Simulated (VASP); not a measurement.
Crystal: HfO2.

```
Hf O
1.0
     5.55640    0.00000    0.00000
     0.00000    3.33360    0.00000
     0.00000    0.00000    6.50500
Hf O
4 8
Direct
  0.74868 0.75000 0.60787
  0.25132 0.25000 0.39213
  0.24868 0.75000 0.89213
  0.75132 0.25000 0.10787
  0.63950 0.25000 0.42340
  0.36050 0.75000 0.57660
  0.13950 0.25000 0.07660
  0.86050 0.75000 0.92340
  0.52079 0.25000 0.84145
  0.47921 0.75000 0.15855
  0.02079 0.25000 0.65855
  0.97921 0.75000 0.34145
```

Measurements of this composition are mostly on another form, of space group No. 14.

Base run:

```yaml
Program: VASP 6.6.1
Functional: AM05
Potentials_or_basis: VASP PAW PBE potentials, release 64 (Hf_pv, O)
Cutoff: 520 eV
k_mesh: 4 × 6 × 3
Occupations: fermi-dirac, width 0.05 eV
Spin: no spin polarisation
```

Its results: band gap on the k mesh 3.31 eV, direct.

Problem. The run is repeated on the same cell with these changes: functional from AM05 to RPBE. What comes out?

Solution. Band gap on the k mesh 3.46 eV, direct.

Caveats: spin-orbit coupling is left out, which moves the levels of the heavy elements.
